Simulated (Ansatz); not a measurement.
## I under changes of volume

One of the cells (40.553 Å³/atom); the others are scaled copies at fixed shape and fractional positions:

```
I
1.0
     0.00000    2.36560    3.90984
     2.19225    0.00000    3.90984
     2.19225    2.36560    0.00000
I
1
Direct
  0.00000 0.00000 0.00000
```

| Property | Result |
| --- | --- |
| Program | Ansatz 0.2.0 |
| Functional | LDA |
| Potentials or basis | Ansatz PAW |
| Cutoff | 420 eV (not typed: the program's choice for these potentials) |
| k mesh | 9 × 9 × 9 |
| Occupations | fermi-dirac, width 0.05 eV |
| Spin | no spin polarisation |

```tsv
volume (Å³/atom)	energy over the lowest point (meV/atom)	pressure (GPa)
38.120	0.00	-0.7
38.931	?	?
39.742	13.53	-1.9
40.553	24.24	-2.3
41.364	37.14	-2.7
42.175	51.92	-3.1
42.986	68.34	-3.4
```

Task: What does the run at 38.931 Å³/atom give?

Result: Energy over the lowest point 5.33 meV/atom; pressure -1.3 GPa.

Worked out: A Birch-Murnaghan fit of order 3 (a polynomial in V^(-2/3)) to the other rows has its minimum at 37.27 Å³/atom, just outside them, with B0 = V·E''(V) = 35 GPa and B' = 5.3 at fixed shape and positions, which overstates the stiffness. It gives 5.32 meV/atom at 38.931 Å³/atom, against the run's 5.33, and -dE/dV = -1.3 GPa, against -1.3.

Energies are extrapolated to zero smearing.

Caveats: an odd number of electrons without spin polarisation forces a metal; a magnetic or distorted state may lie lower; the PAW data sets come from PBE, with cores solved anew for the run's functional, which leaves a small shift of forces and pressure.
